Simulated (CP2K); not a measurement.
The system is W.

```
W
1.0
     2.74070    0.00000    0.00000
    -0.91357    2.58396    0.00000
    -0.91357   -1.29198    2.23777
W
1
Direct
  0.00000 0.00000 0.00000
```

Base run:

| Property | Result |
| --- | --- |
| Program | CP2K 2026.2 |
| Functional | PBE |
| Potentials or basis | POTENTIAL_UZH W GTH-PBE-q14; TZVP-MOLOPT-PBE-GTH basis |
| Density cutoff | 9184 eV |
| k mesh | 12 × 12 × 12 |
| Occupations | fermi-dirac, width 0.05 eV |
| Spin | no spin polarisation |

Its results: band gap on the k mesh none (metal or under the smearing width); pressure 3.6 GPa.

The run is repeated on the same cell with these changes: functional from PBE to HLE16. What comes out?

Band gap on the k mesh none (metal or under the smearing width); pressure -57.2 GPa.

Caveats: the basis of atomic orbitals isn't converged, which shifts pressures, moduli and gaps; the potentials were made for a functional far from this one (some runs); the cell as given lies far from equilibrium (some runs); the potentials were made for another functional, which shifts forces and pressure (some runs).
